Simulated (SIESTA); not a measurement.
This SIESTA 5.4.2 run on Cr needs a look.

Contents of Cr.fdf:

```
SystemName                      Cr
SystemLabel                     Cr
NumberOfSpecies                 1
NumberOfAtoms                   1
%block ChemicalSpeciesLabel
  1  24 Cr
%endblock ChemicalSpeciesLabel

LatticeConstant                 1.0 Ang
%block LatticeVectors
    -0.0174283700     1.8156326700     1.8106573700
     1.8310089900    -0.0170405700     1.8102695700
     1.8558983200     1.8401342100    -0.0419299100
%endblock LatticeVectors
AtomicCoordinatesFormat         Fractional
%block AtomicCoordinatesAndAtomicSpecies
     0.0000000000     0.0000000000     0.0000000000  1  Cr
%endblock AtomicCoordinatesAndAtomicSpecies

%block kgrid.MonkhorstPack
   12   0   0  0.0
    0  12   0  0.0
    0   0  12  0.0
%endblock kgrid.MonkhorstPack
XC.Functional                   GGA
XC.Authors                      PBE
PAO.BasisSize                   DZP
PAO.EnergyShift                 0.003 Ry
Mesh.Cutoff                     800 Ry
Spin                            polarized
%block DM.InitSpin
    1   3.000
%endblock DM.InitSpin
OccupationFunction              FD
ElectronicTemperature           0.05 eV
MaxSCFIterations                80
SCF.MustConverge                false
SCF.Mixer.Method                Kerker
SCF.Mixer.Weight                0.1
SCF.Mixer.History               10
SCF.DM.Tolerance                5.0e-05
SCF.H.Tolerance                 1.0e-03 eV
WriteForces                     true
Charge.Mulliken                 end
%block PAO.Basis
  Cr 5
  n=3 0 2
    2.885 0.000
  n=4 0 2
    8.703 0.000
  n=3 1 2
    3.267 0.000
  n=4 1 1
    8.703
  n=3 2 2
    6.381 0.000
%endblock PAO.Basis
```

Potentials or basis: PseudoDojo 0.4 standard (PBE files), DZP (energy shift 0.003 Ry; two zetas on semicore shells).

Run with:

```sh
$ siesta Cr.fdf > Cr.out 2>&1
```

Cr.out:

```text
Version         : 5.4.2

                           ***********************
                           *  WELCOME TO SIESTA  *
                           ***********************

 NOTE: Siesta V5 introduces some new defaults for basis-set generation
 NOTE: which might lead to slightly different numerical results.
 NOTE: Please see the manual for full details and compatibility measures.

[... 320 lines left out ...]
redata: Using Saved Data (generic)                  =   F
redata: Use continuation files for DM               =   T
redata: Neglect nonoverlap interactions             =   F
redata: Method of Calculation                       = Diagonalization
redata: Electronic Temperature                      =   580.2259 K
redata: Fix the spin of the system                  =   F
redata: Max. number of TDED Iter                    =        1
redata: Number of TDED substeps                     =        3
redata: Dynamics option                             = Single-point calculation
mixing: Unknown mixing variant.
Stopping Program from Node:    0
mixing: Unknown mixing variant.
Stopping Program from Node:    0
```

Problem. What happened, and what is wrong with the input?

Solution. The program refused the input. The input holds a flaw that was put in on purpose: unknown mixer (SCF.Mixer.Method = Kerker).
